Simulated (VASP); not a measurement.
# ZnS (F-43m) in VASP: a series of runs

Runs on ZnS. Level: PBE. Tasks: single point.

All numbers are computed with VASP 6.6.1; they aren't measurements. Logs are shortened: lines on timing, memory, paths and dates and some standing lists are left out, and cuts for length are marked.

### Step 1. The crystal as given

It takes space group F-43m (No. 216, cubic). The conventional cell has a = 5.404 Å, b = 5.404 Å, c = 5.404 Å, α = 90.00°, β = 90.00°, γ = 90.00°. Around Zn (site symmetry -43m) lie 4 S at 2.34 Å. S (site symmetry -43m) has 4 Zn at 2.34 Å as nearest neighbours.

### Step 2. Single point, PBE, spin-orbit coupling, no magnetisation

INCAR

```
SYSTEM = ZnS
PREC = Accurate
ENCUT = 340
EDIFF = 1E-7
ISMEAR = 0
SIGMA = 0.02
LREAL = .False.
LASPH = .True.
NELM = 100
ALGO = Normal
ISIF = 2
LWAVE = .False.
LCHARG = .False.
LNONCOLLINEAR = .True.
MAGMOM = 0 0 0 0 0 0
LORBIT = 11
LSORBIT = .True.
GGA_COMPAT = .False.
GGA = PE
NBANDS = 34
```

KPOINTS

```
Automatic mesh
0
Gamma
  5 5 5
  0 0 0
```

POSCAR

```
ZnS
1.0
    0.0000000000      2.7020000000      2.7020000000
    2.7020000000      0.0000000000      2.7020000000
    2.7020000000      2.7020000000      0.0000000000
Zn S
1 1
Direct
    0.7500000000      0.7500000000      0.7500000000
    0.0000000000      0.0000000000      0.0000000000
```

Potentials or basis: VASP PAW PBE potentials, release 64 (Zn, S).

The run is started by

```bash
> cat potpaw_PBE.64/Zn/POTCAR potpaw_PBE.64/S/POTCAR > POTCAR
> mpirun -np 1 vasp_ncl > vasp.out
```

OUTCAR:

```text
SYSTEM = ZnS
   PREC = Accurate
   ENCUT = 340
   EDIFF = 1E-7
   ISMEAR = 0
   LREAL = .False.
   LASPH = .True.
   NELM = 100
   ISIF = 2
   LNONCOLLINEAR = .True.
   LORBIT = 11
   LSORBIT = .True.
   GGA = PE

 Found     14 irreducible k-points:

 Following reciprocal coordinates:
            Coordinates               Weight
  0.000000  0.000000  0.000000      1.000000
  0.200000  0.000000  0.000000      4.000000
 -0.200000  0.000000  0.000000      4.000000
  0.400000  0.000000  0.000000      4.000000
 -0.400000  0.000000  0.000000      4.000000
  0.200000  0.200000  0.000000      6.000000
   k-points           NKPTS =     14   k-points in BZ     NKDIM =     14   number of bands    NBANDS=     34
   number of dos      NEDOS =    301   number of ions     NIONS =      2
   total plane-waves  NPLWV =  13824
   dimension x,y,z NGX =    24 NGY =   24 NGZ =   24
   dimension x,y,z NGXF=    48 NGYF=   48 NGZF=   48
   ions per type =               1   1
   NGX,Y,Z   is equivalent  to a cutoff of  10.44, 10.44, 10.44 a.u.
   NGXF,Y,Z  is equivalent  to a cutoff of  20.88, 20.88, 20.88 a.u.
 SYSTEM =  ZnS
   PREC   = accura    normal or accurate (medium, high low for compatibility)
   ISTART =      0    job   : 0-new  1-cont  2-samecut
   ICHARG =      2    charge: 1-file 2-atom 10-const
   ISPIN  =      1    spin polarized calculation?
   LNONCOLLINEAR =      T non collinear calculations
   LSORBIT =      T    spin-orbit coupling
   LASPH  =      T    aspherical Exc in radial PAW
   ENCUT  =  340.0 eV  24.99 Ry    5.00 a.u.   5.75  5.75  5.75*2*pi/ulx,y,z
   NELM   =    100;   NELMIN=  2; NELMDL= -5     # of ELM steps
   EDIFF  = 0.1E-06   stopping-criterion for ELM
   LREAL  =      F    real-space projection
   EDIFFG = 0.1E-05   stopping-criterion for IOM
   NSW    =      0    number of steps for IOM
   IBRION =     -1    ionic relax: 0-MD 1-quasi-New 2-CG
   NFREE  =      0    steps in history (QN), initial steepest desc. (CG)
   ISIF   =      2    stress and relaxation
   ISYM   =      2    0-nonsym 1-usesym 2-fastsym
   POTIM  = 0.5000    time-step for ionic-motion
   TEBEG  =    0.0;   TEEND  =   0.0 temperature during run
   PSTRESS=    0.0 pullay stress
   NELECT =      18.0000    total number of electrons
   NUPDOWN=      -1.0000    fix difference up-down
   EMIN   =  10.00;   EMAX   =-10.00  energy-range for DOS
   EFERMI =   0.00;   METHOD = LEGACY
   ISMEAR =     0;   SIGMA  =   0.02  broadening in eV -4-tet -1-fermi 0-gaus
   EFERMI_NEDOS =   21; number of points for ismear=-14 and -15
   IALGO  =     38    algorithm
   IMIX   =      4    mixing-type and parameters
     AMIX     =   0.40;   BMIX     =  1.00
     AMIX_MAG =   1.60;   BMIX_MAG =  1.00
  volume/ion in A,a.u.               =      19.73       133.12
  Fermi-wavevector in a.u.,A,eV,Ry     =   1.260290  2.381602 21.610537  1.588330
  Thomas-Fermi vector in A             =   2.393807
   LORBIT       =     11    0 simple, 1 ext, 2 COOP (PROOUT), +10 PAW based schemes
[... 250 lines left out ...]
  energy-cutoff  :      340.00
  volume of cell :       39.45
      direct lattice vectors                 reciprocal lattice vectors
     0.000000000  2.702000000  2.702000000    -0.185048113  0.185048113  0.185048113
     2.702000000  0.000000000  2.702000000     0.185048113 -0.185048113  0.185048113
     2.702000000  2.702000000  0.000000000     0.185048113  0.185048113 -0.185048113

 POSITION                                       TOTAL-FORCE (eV/Angst)
 -----------------------------------------------------------------------------------
      4.05300      4.05300      4.05300        -0.000000      0.000000      0.000000
      0.00000      0.00000      0.00000         0.000000     -0.000000     -0.000000
 -----------------------------------------------------------------------------------
    total drift:                                0.000002      0.000002      0.000002

  FREE ENERGIE OF THE ION-ELECTRON SYSTEM (eV)
  ---------------------------------------------------
  free  energy   TOTEN  =        -6.8390803036 eV

  energy  without entropy=       -6.8390803036  energy(sigma->0) =       -6.83908030

 Spin-Orbit-Coupling matrix elements

 Ion:    1  E_soc:     -0.0083306
 l=   1
     0.0000000    -0.0004098    -0.0004098
    -0.0004098     0.0000000    -0.0004098
    -0.0004098    -0.0004098     0.0000000
 l=   2
     0.0000000    -0.0001999     0.0000000    -0.0001999    -0.0007787
    -0.0001999     0.0000000    -0.0005840    -0.0001999    -0.0001947
     0.0000000    -0.0005840     0.0000000    -0.0005840     0.0000000
    -0.0001999    -0.0001999    -0.0005840     0.0000000    -0.0001947
    -0.0007787    -0.0001947     0.0000000    -0.0001947     0.0000000
 l=   3
     0.0000000     0.0000000     0.0000000     0.0000000     0.0000000     0.0000000     0.0000000
     0.0000000     0.0000000     0.0000000     0.0000000     0.0000000     0.0000000     0.0000000
     0.0000000     0.0000000     0.0000000     0.0000000     0.0000000     0.0000000     0.0000000
     0.0000000     0.0000000     0.0000000     0.0000000     0.0000000     0.0000000     0.0000000
     0.0000000     0.0000000     0.0000000     0.0000000     0.0000000     0.0000000     0.0000000
     0.0000000     0.0000000     0.0000000     0.0000000     0.0000000     0.0000000     0.0000000
     0.0000000     0.0000000     0.0000000     0.0000000     0.0000000     0.0000000     0.0000000

 Ion:    2  E_soc:     -0.0017701
 l=   1
     0.0000000    -0.0002950    -0.0002950
    -0.0002950     0.0000000    -0.0002950
    -0.0002950    -0.0002950     0.0000000
 l=   2
     0.0000000     0.0000000     0.0000000     0.0000000     0.0000000
     0.0000000     0.0000000     0.0000000     0.0000000     0.0000000
     0.0000000     0.0000000     0.0000000     0.0000000     0.0000000
     0.0000000     0.0000000     0.0000000     0.0000000     0.0000000
     0.0000000     0.0000000     0.0000000     0.0000000     0.0000000
 l=   3
     0.0000000     0.0000000     0.0000000     0.0000000     0.0000000     0.0000000     0.0000000
     0.0000000     0.0000000     0.0000000     0.0000000     0.0000000     0.0000000     0.0000000
     0.0000000     0.0000000     0.0000000     0.0000000     0.0000000     0.0000000     0.0000000
     0.0000000     0.0000000     0.0000000     0.0000000     0.0000000     0.0000000     0.0000000
     0.0000000     0.0000000     0.0000000     0.0000000     0.0000000     0.0000000     0.0000000
     0.0000000     0.0000000     0.0000000     0.0000000     0.0000000     0.0000000     0.0000000
     0.0000000     0.0000000     0.0000000     0.0000000     0.0000000     0.0000000     0.0000000

 total charge

# of ion       s       p       d       tot
------------------------------------------
    1        0.519   0.477   9.795  10.790
    2        1.313   2.439   0.000   3.753
--------------------------------------------------
tot          1.832   2.916   9.795  14.543

 magnetization (x)

# of ion       s       p       d       tot
------------------------------------------
    1       -0.000   0.000  -0.000   0.000
    2        0.000   0.000   0.000   0.000
--------------------------------------------------
tot         -0.000   0.000  -0.000   0.000

 magnetization (y)

# of ion       s       p       d       tot
------------------------------------------
    1        0.000   0.000   0.000   0.000
    2        0.000  -0.000   0.000  -0.000
--------------------------------------------------
tot          0.000  -0.000   0.000   0.000

 magnetization (z)

# of ion       s       p       d       tot
------------------------------------------
    1       -0.000   0.000  -0.000  -0.000
    2        0.000   0.000   0.000   0.000
--------------------------------------------------
tot         -0.000   0.000  -0.000   0.000
```

Wall time 15 s (1 thread of AMD EPYC 9R45 (Zen 5), shared host); peak memory 0.16 GiB.

These settings aren't checked as converged: the numbers below hold their error.

Results:

| Quantity | Value |
| --- | --- |
| Free energy | -6.8391 eV |
| Pressure | 1.6 GPa |
| Valence electrons inside the program's atomic spheres | Zn 10.79; S 3.75 |

Caveat: the k mesh is coarse (spacing up to 0.40 Å⁻¹), so the values aren't converged; the cutoff is under 1.25 times the usual one of these potentials, so pressure, stress and relaxed cells hold a basis-set (Pulay) error.

### Step 3. Single point, PBE, spin-orbit coupling, no magnetisation

INCAR: that of step 2 with these lines changed.

```diff
@@ -2,3 +2,3 @@
 PREC = Accurate
-ENCUT = 340
+ENCUT = 280
 EDIFF = 1E-7
```

KPOINTS

```
Automatic mesh
0
Gamma
  6 6 6
  0 0 0
```

POSCAR is that of step 2.

Potentials or basis: VASP PAW PBE potentials, release 64 (Zn, S).

The run is started by

```bash
> cat potpaw_PBE.64/Zn/POTCAR potpaw_PBE.64/S/POTCAR > POTCAR
> mpirun -np 1 vasp_ncl > vasp.out
```

Run time: 21 s. Hardware: 1 thread of AMD EPYC 9R45 (Zen 5), shared host; peak memory 0.17 GiB.

These settings aren't checked as converged: the numbers below hold their error.

Results:

| Property | Result |
| --- | --- |
| Free energy | -6.8388 eV |
| Valence electrons inside the program's atomic spheres | Zn 10.79; S 3.76 |

Caveat: the cutoff is under 1.25 times the usual one of these potentials, so pressure, stress and relaxed cells hold a basis-set (Pulay) error.

### Step 4. Single point, PBE, spin-orbit coupling, no magnetisation

INCAR: that of step 3 with these lines changed.

```diff
@@ -2,3 +2,3 @@
 PREC = Accurate
-ENCUT = 280
+ENCUT = 460
 EDIFF = 1E-7
```

KPOINTS

```
Automatic mesh
0
Gamma
  5 5 5
  0 0 0
```

POSCAR is that of step 3.

Potentials or basis: VASP PAW PBE potentials, release 64 (Zn, S).

The run is started by

```bash
> cat potpaw_PBE.64/Zn/POTCAR potpaw_PBE.64/S/POTCAR > POTCAR
> mpirun -np 1 vasp_ncl > vasp.out
```

OUTCAR:

```text
SYSTEM = ZnS
   PREC = Accurate
   ENCUT = 460
   EDIFF = 1E-7
   ISMEAR = 0
   LREAL = .False.
   LASPH = .True.
   NELM = 100
   ISIF = 2
   LNONCOLLINEAR = .True.
   LORBIT = 11
   LSORBIT = .True.
   GGA = PE

 Found     14 irreducible k-points:

 Following reciprocal coordinates:
            Coordinates               Weight
  0.000000  0.000000  0.000000      1.000000
  0.200000  0.000000  0.000000      4.000000
 -0.200000  0.000000  0.000000      4.000000
  0.400000  0.000000  0.000000      4.000000
 -0.400000  0.000000  0.000000      4.000000
  0.200000  0.200000  0.000000      6.000000
   k-points           NKPTS =     14   k-points in BZ     NKDIM =     14   number of bands    NBANDS=     34
   number of dos      NEDOS =    301   number of ions     NIONS =      2
   total plane-waves  NPLWV =  21952
   dimension x,y,z NGX =    28 NGY =   28 NGZ =   28
   dimension x,y,z NGXF=    56 NGYF=   56 NGZF=   56
   ions per type =               1   1
   NGX,Y,Z   is equivalent  to a cutoff of  12.18, 12.18, 12.18 a.u.
   NGXF,Y,Z  is equivalent  to a cutoff of  24.36, 24.36, 24.36 a.u.
 SYSTEM =  ZnS
   PREC   = accura    normal or accurate (medium, high low for compatibility)
   ISTART =      0    job   : 0-new  1-cont  2-samecut
   ICHARG =      2    charge: 1-file 2-atom 10-const
   ISPIN  =      1    spin polarized calculation?
   LNONCOLLINEAR =      T non collinear calculations
   LSORBIT =      T    spin-orbit coupling
[... 316 lines left out ...]
     0.0000000     0.0000000     0.0000000     0.0000000     0.0000000     0.0000000     0.0000000
     0.0000000     0.0000000     0.0000000     0.0000000     0.0000000     0.0000000     0.0000000
     0.0000000     0.0000000     0.0000000     0.0000000     0.0000000     0.0000000     0.0000000

 Ion:    2  E_soc:     -0.0017723
 l=   1
     0.0000000    -0.0002954    -0.0002954
    -0.0002954     0.0000000    -0.0002954
    -0.0002954    -0.0002954     0.0000000
 l=   2
     0.0000000     0.0000000     0.0000000     0.0000000     0.0000000
     0.0000000     0.0000000     0.0000000     0.0000000     0.0000000
     0.0000000     0.0000000     0.0000000     0.0000000     0.0000000
     0.0000000     0.0000000     0.0000000     0.0000000     0.0000000
     0.0000000     0.0000000     0.0000000     0.0000000     0.0000000
 l=   3
     0.0000000     0.0000000     0.0000000     0.0000000     0.0000000     0.0000000     0.0000000
     0.0000000     0.0000000     0.0000000     0.0000000     0.0000000     0.0000000     0.0000000
     0.0000000     0.0000000     0.0000000     0.0000000     0.0000000     0.0000000     0.0000000
     0.0000000     0.0000000     0.0000000     0.0000000     0.0000000     0.0000000     0.0000000
     0.0000000     0.0000000     0.0000000     0.0000000     0.0000000     0.0000000     0.0000000
     0.0000000     0.0000000     0.0000000     0.0000000     0.0000000     0.0000000     0.0000000
     0.0000000     0.0000000     0.0000000     0.0000000     0.0000000     0.0000000     0.0000000

 total charge

# of ion       s       p       d       tot
------------------------------------------
    1        0.518   0.477   9.800  10.795
    2        1.314   2.440   0.000   3.754
--------------------------------------------------
tot          1.832   2.917   9.800  14.549

 magnetization (x)

# of ion       s       p       d       tot
------------------------------------------
    1        0.000  -0.000  -0.000  -0.000
    2       -0.000  -0.000   0.000  -0.000
--------------------------------------------------
tot          0.000  -0.000  -0.000  -0.000

 magnetization (y)

# of ion       s       p       d       tot
------------------------------------------
    1        0.000  -0.000  -0.000  -0.000
    2        0.000  -0.000   0.000  -0.000
--------------------------------------------------
tot          0.000  -0.000  -0.000  -0.000

 magnetization (z)

# of ion       s       p       d       tot
------------------------------------------
    1        0.000  -0.000  -0.000  -0.000
    2        0.000   0.000   0.000   0.000
--------------------------------------------------
tot          0.000  -0.000  -0.000   0.000
```

OSZICAR:

```text
N       E                     dE             d eps       ncg     rms          rms(c)
DAV:   1     0.122061423666E+03    0.12206E+03   -0.72865E+03   952   0.117E+03
DAV:   2     0.677331947182E+01   -0.11529E+03   -0.10616E+03   960   0.289E+02
DAV:   3    -0.689845283234E+01   -0.13672E+02   -0.13389E+02  1112   0.936E+01
DAV:   4    -0.726824146084E+01   -0.36979E+00   -0.36880E+00  1096   0.156E+01
DAV:   5    -0.727210769187E+01   -0.38662E-02   -0.38652E-02  1102   0.158E+00    0.687E+00
DAV:   6    -0.685438454393E+01    0.41772E+00   -0.53106E-01  1440   0.286E+01    0.529E+00
DAV:   7    -0.684046640882E+01    0.13918E-01   -0.35935E-01  1112   0.454E+00    0.271E+00
DAV:   8    -0.683984988236E+01    0.61653E-03   -0.62320E-03  1056   0.581E-01    0.928E-01
DAV:   9    -0.684016559357E+01   -0.31571E-03   -0.11222E-03  1010   0.282E-01    0.217E-01
DAV:  10    -0.684021959801E+01   -0.54004E-04   -0.12385E-04  1106   0.950E-02    0.105E-01
DAV:  11    -0.684033175192E+01   -0.11215E-03   -0.10085E-04  1004   0.152E-01    0.104E-01
DAV:  12    -0.684033067542E+01    0.10765E-05   -0.32717E-05  1130   0.110E-01    0.109E-02
DAV:  13    -0.684033155885E+01   -0.88343E-06   -0.34584E-06  1006   0.161E-02    0.355E-03
DAV:  14    -0.684033167428E+01   -0.11543E-06   -0.40273E-07  1076   0.112E-02    0.280E-03
DAV:  15    -0.684033167214E+01    0.21334E-08   -0.51971E-08   854   0.210E-03
   1 F= -.68403317E+01 E0= -.68403317E+01  d E =-.565025E-18  mag=    -0.0000    -0.0000     0.0000
```

It took 25 s on 1 thread of AMD EPYC 9R45 (Zen 5), shared host; peak memory 0.21 GiB.

The run converged, but some of its settings lie outside the range that counts as converged, so its numbers aren't taken as properties of the crystal.

Results:

* Free energy: -6.8403 eV
* Pressure: 1.8 GPa
* Valence electrons inside the program's atomic spheres: Zn 10.79; S 3.75

Caveat: the k mesh is coarse (spacing up to 0.40 Å⁻¹), so the values aren't converged.
